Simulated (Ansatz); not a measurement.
SiO2, 12 atoms in the cell. It takes space group I4_122 (No. 98, tetragonal). The conventional cell has a = 5.676 Å, b = 5.676 Å, c = 11.320 Å, α = 90.00°, β = 90.00°, γ = 90.00°. Si (site symmetry 2) is surrounded by 4 O at 1.63 to 1.64 Å. O (site symmetry 2) has 2 Si at 1.63 Å as nearest neighbours. Around O (site symmetry 2) lie 2 Si at 1.64 Å. The cell comes from a database or a generator and needn't be the stable form of this composition.

```yaml
Program: Ansatz 0.2.0
Task: relaxation of cell and atoms
Functional: PBE
Dispersion: D4
Potentials_or_basis: Ansatz PAW
Cutoff: "420 eV (not typed: the program's choice for these potentials)"
k_mesh: 7 × 7 × 7
Occupations: fermi-dirac, width 0.05 eV
Spin: no spin polarisation
```

Potentials or basis: Ansatz PAW.

Launch:

```sh
$ ansatz run input.yaml --threads 4 --pin off --max-ram 11264MiB --backend cpu --events-out ev --progress --plain --runs-dir out
```

Hardware: 4 threads of Arm Neoverse V2, with other jobs on the host.

Problem. How long does it take, and how much memory?

Solution. Run time: 57 s on 4 threads of Arm Neoverse V2 (shared host), peak memory 0.61 GiB. Counts: scf iterations 47, plane waves 3491, k points 40, bands 44, ion steps 8.
